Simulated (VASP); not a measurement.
All values below come from vdW-DF-cx, VASP's PBE PAW potentials (set 64) (plane waves; VASP 6.6.1).

VASP input:

INCAR:
```
SYSTEM=BaF2
PREC=Accurate; ENCUT=520; LREAL=F
LASPH=T
EDIFF=1E-6; NELM=100; ALGO=Normal
LMAXMIX=4
ISMEAR=0; SIGMA=0.05
GGA=CX; LUSE_VDW=T; AGGAC=0.0
IBRION=2; NSW=60; ISIF=3
EDIFFG=-0.02
LWAVE=F; LCHARG=F
```

### KPOINTS
```
kpoints
0
G
  6 6 6
0 0 0
```

File POSCAR:
```
BaF2
1
    0.0000000000     3.0881704996     3.0881704996
    3.0881704996     0.0000000000     3.0881704996
    3.0881704996     3.0881704996    -0.0000000000
Ba F
1 2
Direct
  0.0000000000   1.0000000000   0.0000000000
  0.2500000000   0.2500000000   0.2500000000
  0.7500000000   0.7500000000   0.7500000000
```

POTCAR, in this order: Ba_sv F (PBE.64 set). Program: vasp_std.

Output of the run:

### OSZICAR
```
       N       E                     dE             d eps       ncg     rms          rms(c)
DAV:   1     0.166167104179E+03    0.16617E+03   -0.13382E+04   512   0.140E+03
DAV:   2    -0.659175661252E+01   -0.17276E+03   -0.16707E+03   656   0.291E+02
DAV:   3    -0.127639030006E+02   -0.61721E+01   -0.61638E+01   720   0.647E+01
DAV:   4    -0.128592773891E+02   -0.95374E-01   -0.95363E-01   624   0.679E+00
DAV:   5    -0.128622776141E+02   -0.30002E-02   -0.30001E-02   752   0.842E-01    0.839E+00
DAV:   6    -0.112092715815E+02    0.16530E+01   -0.89642E+00   512   0.240E+01    0.443E+00
DAV:   7    -0.112018633067E+02    0.74083E-02   -0.33982E-01   656   0.537E+00    0.226E+00
DAV:   8    -0.112229035023E+02   -0.21040E-01   -0.61160E-02   568   0.299E+00    0.301E-01
DAV:   9    -0.112339246545E+02   -0.11021E-01   -0.18796E-02   600   0.101E+00    0.158E-01
DAV:  10    -0.112378649996E+02   -0.39403E-02   -0.68905E-03   512   0.571E-01    0.371E-02
DAV:  11    -0.112378774141E+02   -0.12415E-04   -0.12757E-04   672   0.101E-01    0.160E-02
DAV:  12    -0.112379428805E+02   -0.65466E-04   -0.11043E-04   512   0.885E-02    0.677E-03
DAV:  13    -0.112379428441E+02    0.36388E-07   -0.24625E-06   616   0.114E-02
   1 F= -.11237943E+02 E0= -.11237943E+02  d E =-.112379E+02
       N       E                     dE             d eps       ncg     rms          rms(c)
DAV:   1    -0.113200306809E+02   -0.82088E-01   -0.17153E+00   512   0.118E+01    0.223E+00
DAV:   2    -0.112475299939E+02    0.72501E-01   -0.40481E-01   512   0.483E+00    0.363E-01
DAV:   3    -0.112424908973E+02    0.50391E-02   -0.11564E-02   544   0.981E-01    0.207E-01
DAV:   4    -0.112410692414E+02    0.14217E-02   -0.73551E-03   744   0.572E-01    0.627E-02
DAV:   5    -0.112411037427E+02   -0.34501E-04   -0.17522E-04   536   0.114E-01    0.348E-02
DAV:   6    -0.112411520124E+02   -0.48270E-04   -0.73445E-05   560   0.819E-02    0.118E-02
DAV:   7    -0.112411527604E+02   -0.74805E-06   -0.73389E-06   680   0.203E-02
   2 F= -.11241153E+02 E0= -.11241153E+02  d E =-.320992E-02
```

### OUTCAR
```
------------------------ aborting loop because EDIFF is reached ----------------------------------------
  FORCE on cell =-STRESS in cart. coord.  units (eV):
  Direction    XX          YY          ZZ          XY          YZ          ZX
  --------------------------------------------------------------------------------------
  Total       -0.0468334     -0.0468334     -0.0468334     -0.0000000     -0.0000000      0.0000000
  in kB       -1.2502661     -1.2502661     -1.2502661     -0.0000000     -0.0000000      0.0000000
  external PRESSURE =      -1.2502661 kB  Pullay stress =       0.0000000 kB
  volume of cell :       60.02
      direct lattice vectors                 reciprocal lattice vectors
    -0.000000000  3.107501933  3.107501933    -0.160900946  0.160900946  0.160900946
     3.107501933  0.000000000  3.107501933     0.160900946 -0.160900946  0.160900946
     3.107501933  3.107501933  0.000000000     0.160900946  0.160900946 -0.160900946
 POSITION                                       TOTAL-FORCE (eV/Angst)
 -----------------------------------------------------------------------------------
      3.10750      0.00000      3.10750        -0.000000      0.000000      0.000000
      1.55375      1.55375      1.55375         0.000000      0.000000      0.000000
      4.66125      4.66125      4.66125        -0.000000     -0.000000     -0.000000
 -----------------------------------------------------------------------------------
    total drift:                               -0.000000     -0.000000      0.000000
  FREE ENERGIE OF THE ION-ELECTRON SYSTEM (eV)
  ---------------------------------------------------
  free  energy   TOTEN  =       -11.2411527604 eV

  energy  without entropy=      -11.2411527604  energy(sigma->0) =      -11.24115276

 reached required accuracy - stopping structural energy minimisation
```
(Selected blocks of OUTCAR.)

**CONTCAR**
```
BaF2
   1.00000000000000
    -0.0000000000000000    3.1075019331714371    3.1075019331714371
     3.1075019331714371    0.0000000000000000    3.1075019331714371
     3.1075019331714371    3.1075019331714371    0.0000000000000000
  Ba              F
     1     2
Direct
     0.0000000000000000    1.0000000000000000    0.0000000000000000
     0.2500000000000000    0.2500000000000000    0.2500000000000000
     0.7500000000000000    0.7500000000000000    0.7500000000000000
```

The compound is BaF2 in the fluorite structure. This run relaxes it. Symmetry was kept, so distortions that lower it aren't found. The start is the result of an earlier pass.
